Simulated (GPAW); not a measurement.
Runs of GPAW 26.7.0 on Si2Ni. Symmetry: Fm-3m, No. 225, cubic system. The conventional cell has a = 5.406 Å, b = 5.406 Å, c = 5.406 Å, α = 90.00°, β = 90.00°, γ = 90.00°. Ni (site symmetry m-3m) is surrounded by 8 Si at 2.34 Å. Si (site symmetry -43m) is surrounded by 4 Ni at 2.34 Å. 

```tsv
task	level	potentials or basis	cell	smearing	band path	band points	optimizer	fmax	max steps	gap on the mesh (eV)	pressure (GPa)	moment (μB)
band structure	RPBE	the program's PAW data sets (release 1.2.1) made for this functional, pw	as given	fermi-dirac 0.05 eV	GXWKGLUWLK,UX	60	-	-	-	-	8.0	0.00
band structure	PBEsol	PAW data sets generated in the run's folder for this functional, pw	as given	fermi-dirac 0.05 eV	GXWKGLUWLK,UX	60	-	-	-	-	(a)	0.00
single point	PBE	GPAW PAW data sets (gpaw-data 1.2.1), pw	as given	gaussian 0.014 eV	-	-	-	-	-	none	5.3	0.00
single point	PBE	GPAW PAW data sets (gpaw-data 1.2.1), pw	as given	gaussian 0.018 eV	-	-	-	-	-	none	5.3	0.00
single point	PBE	GPAW PAW data sets (gpaw-data 1.2.1), pw	as given	gaussian 0.015 eV	-	-	-	-	-	none	5.3	0.00
band structure	r2SCAN	GPAW PAW data sets (gpaw-data 1.2.1), pw	as given	fermi-dirac 0.05 eV	GXWKGLUWLK,UX	60	-	-	-	-	-1.0	0.00
relaxation of cell and atoms	PBE+D4	GPAW PAW data sets (gpaw-data 1.2.1), pw	relaxed	fermi-dirac 0.05 eV	-	-	BFGS	0.02 eV/Å	100	none	-0.2	0.00
relaxation of cell and atoms	BLYP+D4	PAW data sets generated in the run's folder for this functional, pw	relaxed to 1 GPa	fermi-dirac 0.05 eV	-	-	BFGS	0.02 eV/Å	100	none	0.8	0.00
```

Alike in all rows: spin collinear, ferromagnetic start; k mesh 9 × 9 × 9; cutoff (eV) 600.

Task: Fill in the values left out.

Result: (a) 0.4.

Caveats: the stock nickel data set gives pressures a few GPa off other programs; each step starts from the last one's moments, so a moment once lost doesn't come back (some runs); later steps reuse the first step's grids (some runs); pairwise dispersion overbinds metals, which lowers pressure and volume (some runs); the PAW data sets were made with another functional, which shifts forces and pressure a little (some runs); the relaxation stopped at its first step, so nothing moved (some runs).

A gap of «none» marks a metal or a gap under the smearing width.
